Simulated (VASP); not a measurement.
# Al (Fm-3m) in VASP: single point with LDA

Aim: the single point of Al with LDA.

Everything below comes from runs of VASP 6.6.1. Logs are shortened: lines on timing, memory, paths and dates and some standing lists are left out, and cuts for length are marked.

## (1) The crystal as given

It takes space group Fm-3m (No. 225, cubic). Conventional cell: a = 3.984 Å, b = 3.984 Å, c = 3.984 Å, α = 90.00°, β = 90.00°, γ = 90.00°. Around Al (site symmetry m-3m) lie 12 Al at 2.82 Å.

## (2) Single point, LDA

The input, INCAR:

```
SYSTEM = Al
ALGO = Normal ; EDIFF = 1E-7
ENCUT = 520 ; ICORELEVEL = 1
ISIF = 2 ; ISMEAR = 1
LASPH = .TRUE. ; LCHARG = .FALSE.
LREAL = .FALSE. ; LWAVE = .FALSE.
NELM = 80 ; PREC = Accurate
SIGMA = 0.1
```

The input, KPOINTS:

```
k-points
0
G
  14 10 38
  0 0 0
```

The input, POSCAR:

```
Al
1.0
    2.8174514100      0.0000000000      0.0000000000
    0.0000000000      3.9844780000      0.0000000000
    1.4087257100      1.9922390000      1.4087257100
Al
1
Direct
    0.0000000000      0.0000000000      0.0000000000
```

Potentials or basis: VASP PAW LDA potentials, release 64 (Al).

Run with:

```
> cat potpaw_LDA.64/Al/POTCAR > POTCAR
> mpirun -np 1 vasp_std > vasp.out
```

OUTCAR:

```text
SYSTEM = Al
   EDIFF = 1E-7
   ENCUT = 520
   ISIF = 2
   ISMEAR = 1
   LASPH = .TRUE.
   LREAL = .FALSE.
   NELM = 80
   PREC = Accurate

 ion  position               nearest neighbor table
   1  0.000  0.000  0.000-

  LATTYP: Found a face centered cubic cell.
 ALAT       =     3.9844779977

  Lattice vectors:

 A1 = (   1.4087257000,  -1.9922390000,  -1.4087257100)
 A2 = (   2.8174514100,   0.0000000000,   0.0000000000)
 A3 = (   1.4087257100,  -1.9922390000,   1.4087257100)

Analysis of symmetry for initial positions (statically):
=====================================================================
 Subroutine PRICEL returns:
 Original cell was already a primitive cell.

 Routine SETGRP: Setting up the symmetry group for a
 face centered cubic supercell.

 Subroutine GETGRP returns: Found 48 space group operations
 (whereof 48 operations were pure point group operations)
 out of a pool of 48 trial point group operations.

The static configuration has the point symmetry O_h .

Analysis of symmetry for dynamics (positions and initial velocities):
=====================================================================
 Subroutine PRICEL returns:
 Original cell was already a primitive cell.

 Routine SETGRP: Setting up the symmetry group for a
 face centered cubic supercell.

 Subroutine GETGRP returns: Found 48 space group operations
 (whereof 48 operations were pure point group operations)
 out of a pool of 48 trial point group operations.

The dynamic configuration has the point symmetry O_h .

 Subroutine INISYM returns: Found 48 space group operations
 (whereof 48 operations are pure point group operations),
 and found     1 'primitive' translations

----------------------------------------------------------------------------------------

                                     Primitive cell

  volume of cell :      15.8145

  direct lattice vectors                    reciprocal lattice vectors
     2.817451410  0.000000000  0.000000000     0.354930700  0.000000000 -0.354930700
     0.000000000  3.984478000  0.000000000     0.000000000  0.250973904 -0.354930698
     1.408725710  1.992239000  1.408725710     0.000000000  0.000000000  0.709861397

  length of vectors
     2.817451410  3.984478000  2.817451417     0.501947809  0.434699553  0.709861397

  position of ions in fractional coordinates (direct lattice)
     0.000000000  0.000000000  0.000000000

  ion indices of the primitive-cell ions
   primitive index   ion index
                 1           1

----------------------------------------------------------------------------------------

 KPOINTS: k-points

Automatic generation of k-mesh.
 Grid dimensions read from file:
 generate k-points for:   14   10   38

 Generating k-lattice:

  Cartesian coordinates                     Fractional coordinates (reciprocal lattice)
     0.025352193  0.000000000 -0.025352193     0.071428571  0.000000000  0.000000000
     0.000000000  0.025097390 -0.035493070     0.000000000  0.100000000 -0.000000000
     0.000000000  0.000000000  0.018680563     0.000000000  0.000000000  0.026315789

  Length of vectors
     0.035853415  0.043469955  0.018680563

  Shift w.r.t. Gamma in fractional coordinates (k-lattice)
     0.000000000  0.000000000  0.000000000

 -----------------------------------------------------------------------------
|                                                                             |
|           W    W    AA    RRRRR   N    N  II  N    N   GGGG   !!!           |
|           W    W   A  A   R    R  NN   N  II  NN   N  G    G  !!!           |
|           W    W  A    A  R    R  N N  N  II  N N  N  G       !!!           |
|           W WW W  AAAAAA  RRRRR   N  N N  II  N  N N  G  GGG   !            |
|           WW  WW  A    A  R   R   N   NN  II  N   NN  G    G                |
|           W    W  A    A  R    R  N    N  II  N    N   GGGG   !!!           |
|                                                                             |
|     Your reciprocal lattice and k-lattice belong to different lattice       |
|     classes:                                                                |
|                                                                             |
|        The reciprocal lattice is body-centered cubic,                       |
|        whereas your k-lattice is triclinic.                                 |
|                                                                             |
|     Results are often still useful ...                                      |
|                                                                             |
 -----------------------------------------------------------------------------

 WARNING: IBZKPT: internal override: KBLOWUP is changed to .FALSE.
      ... skipping the blow-up phase ...

 Subroutine IBZKPT returns following result:
 ===========================================

 Found   2408 irreducible k-points:

 Following reciprocal coordinates:
            Coordinates               Weight
  0.000000  0.000000  0.000000      1.000000
  0.071429  0.000000  0.000000      2.000000
  0.142857  0.000000  0.000000      2.000000
  0.214286  0.000000  0.000000      2.000000
  0.285714  0.000000  0.000000      2.000000
  0.357143  0.000000  0.000000      2.000000
[... 16 lines left out ...]
  0.000000  0.200000  0.000000      2.000000
  0.071429  0.200000  0.000000      2.000000
 [... further k-points ...]
   k-points           NKPTS =   2408   k-points in BZ     NKDIM =   2408   number of bands    NBANDS=      5
   number of dos      NEDOS =    301   number of ions     NIONS =      1
   total plane-waves  NPLWV =  17280
   dimension x,y,z NGX =    24 NGY =   30 NGZ =   24
   dimension x,y,z NGXF=    48 NGYF=   60 NGZF=   48
   ions per type =               1
   NGX,Y,Z   is equivalent  to a cutoff of  14.16, 12.52, 14.16 a.u.
   NGXF,Y,Z  is equivalent  to a cutoff of  28.32, 25.03, 28.32 a.u.
 SYSTEM =  Al
   PREC   = accura    normal or accurate (medium, high low for compatibility)
   ISTART =      0    job   : 0-new  1-cont  2-samecut
   ICHARG =      2    charge: 1-file 2-atom 10-const
   ISPIN  =      1    spin polarized calculation?
   LNONCOLLINEAR =      F non collinear calculations
   LSORBIT =      F    spin-orbit coupling
   LASPH  =      T    aspherical Exc in radial PAW
   ENCUT  =  520.0 eV  38.22 Ry    6.18 a.u.   5.24  7.41  5.24*2*pi/ulx,y,z
   NELM   =     80;   NELMIN=  2; NELMDL= -5     # of ELM steps
   EDIFF  = 0.1E-06   stopping-criterion for ELM
   LREAL  =      F    real-space projection
   EDIFFG = 0.1E-05   stopping-criterion for IOM
   NSW    =      0    number of steps for IOM
   IBRION =     -1    ionic relax: 0-MD 1-quasi-New 2-CG
   NFREE  =      0    steps in history (QN), initial steepest desc. (CG)
   ISIF   =      2    stress and relaxation
   ISYM   =      2    0-nonsym 1-usesym 2-fastsym
   POTIM  = 0.5000    time-step for ionic-motion
   TEBEG  =    0.0;   TEEND  =   0.0 temperature during run
   PSTRESS=    0.0 pullay stress
   NELECT =       3.0000    total number of electrons
   NUPDOWN=      -1.0000    fix difference up-down
   EMIN   =  10.00;   EMAX   =-10.00  energy-range for DOS
   EFERMI =   0.00;   METHOD = LEGACY
   ISMEAR =     1;   SIGMA  =   0.10  broadening in eV -4-tet -1-fermi 0-gaus
   EFERMI_NEDOS =   21; number of points for ismear=-14 and -15
   IALGO  =     38    algorithm
   IMIX   =      4    mixing-type and parameters
     AMIX     =   0.40;   BMIX     =  1.00
     AMIX_MAG =   1.60;   BMIX_MAG =  1.00
  volume/ion in A,a.u.               =      15.81       106.72
  Fermi-wavevector in a.u.,A,eV,Ry     =   0.940655  1.777581 12.038874  0.884832
  Thomas-Fermi vector in A             =   2.068089
   LORBIT       =      0    0 simple, 1 ext, 2 COOP (PROOUT), +10 PAW based schemes
   GGA     = CA    functional components
   LHFCALC =     F    Hartree Fock is set to
   AEXX    =    0.0000 exact exchange contribution
   IVDW    =     0    specifies the selected vdW correction
   LEPSILON=     F    determine dielectric tensor
   LRPA    =     F    only Hartree local field effects (RPA)
 non-spin polarized calculation
 Methfessel and Paxton  Order N= 1 SIGMA  =   0.10
  energy-cutoff  :      520.00
  volume of cell :       15.81
 maximum number of plane-waves:       444
 NGX is ok and might be reduce to    24
   NGX = 11   NGY = 15   NGZ = 11

 number of electron       3.0000000 magnetization

 Free energy of the ion-electron system (eV)
  ---------------------------------------------------
  ext. energy  EPLUGINS =         0.00000000
  ---------------------------------------------------
  free energy    TOTEN  =        -4.18914960 eV

  energy without entropy =       -4.18911786  energy(sigma->0) =       -4.18913902

 the core state eigenenergies are
   1-  1s  -1488.7311  2s    -94.1502  2p    -56.4322

 E-fermi :   8.2593     XC(G=0): -10.5017

 val. band max:        8.2580079758   @ k =  -0.2857   0.0000   0.3947
 cond. band min:       8.2629892064   @ k =  -0.2143   0.0000   0.3158
 fundamental gap:      0.0049812306
 Fermi energy:         8.2592504419

 k-point     1 :       0.0000    0.0000    0.0000
  band No.  band energies     occupation
      1      -3.1570      2.00000
      2      21.0412      0.00000
      3      21.0412      0.00000
      4      21.0412      0.00000
      5      22.6913      0.00000

 k-point     2 :       0.0714    0.0000    0.0000
  band No.  band energies     occupation
      1      -2.9673      2.00000
      2      19.6416      0.00000
      3      19.6416      0.00000
      4      19.9089      0.00000
      5      22.2636      0.00000

 k-point     3 :       0.1429    0.0000    0.0000
  band No.  band energies     occupation
      1      -2.3998      2.00000
      2      17.9441      0.00000
      3      17.9441      0.00000
      4      18.1145      0.00000
      5      21.2666      0.00000
[... 249 lines left out ...]
 k-point    35 :      -0.1429    0.2000   -0.0000
  band No.  band energies     occupation
      1      -2.3470      2.00000
      2      15.2382      0.00000
      3      18.1467      0.00000
      4      21.0251      0.00000
      5      23.5921      0.00000

 k-point    36 :      -0.0714    0.2000   -0.0000
  band No.  band energies     occupation
      1      -2.3847      2.00000
      2      15.6201      0.00000
      3      17.7483      0.00000
      4      21.3645      0.00000
      5      23.3568      0.00000

 k-point    37 :       0.0000    0.3000   -0.0000
  band No.  band energies     occupation

------------------------ aborting loop because EDIFF is reached ----------------------------------------

  FORCE on cell =-STRESS in cart. coord.  units (eV):
  Direction    XX          YY          ZZ          XY          YZ          ZX
  --------------------------------------------------------------------------------------
  -------------------------------------------------------------------------------------
  Total        0.0001403      0.0001403      0.0001403      0.0000000     -0.0000000      0.0000000
  in kB        0.0142107      0.0142107      0.0142107      0.0000000     -0.0000000      0.0000000
  external PRESSURE =       0.0142107 kB  Pullay stress =       0.0000000 kB

 VOLUME and BASIS-vectors are now :
 -----------------------------------------------------------------------------
  energy-cutoff  :      520.00
  volume of cell :       15.81
      direct lattice vectors                 reciprocal lattice vectors
     2.817451410  0.000000000  0.000000000     0.354930700  0.000000000 -0.354930700
     0.000000000  3.984478000  0.000000000     0.000000000  0.250973904 -0.354930698
     1.408725710  1.992239000  1.408725710     0.000000000  0.000000000  0.709861397

 POSITION                                       TOTAL-FORCE (eV/Angst)
 -----------------------------------------------------------------------------------
      0.00000      0.00000      0.00000        -0.000000     -0.000000      0.000000
 -----------------------------------------------------------------------------------
    total drift:                               -0.000000      0.000000      0.000000

  FREE ENERGIE OF THE ION-ELECTRON SYSTEM (eV)
  ---------------------------------------------------
  free  energy   TOTEN  =        -4.1891495956 eV

  energy  without entropy=       -4.1891178580  energy(sigma->0) =       -4.18913902
```

It took 55 s on 1 thread of Intel Xeon 6975P-C (Granite Rapids), shared host; peak memory 0.3 GiB.

Results:

```
Free energy            : -4.1891 eV
Pressure               : 0.0 GPa
Band gap on the k mesh : none (metal or under the smearing width)
```

Core levels (eV, on the scale of the bands):
```tsv
atom	levels
1 Al	1s -1488.7, 2s -94.2, 2p -56.4
```
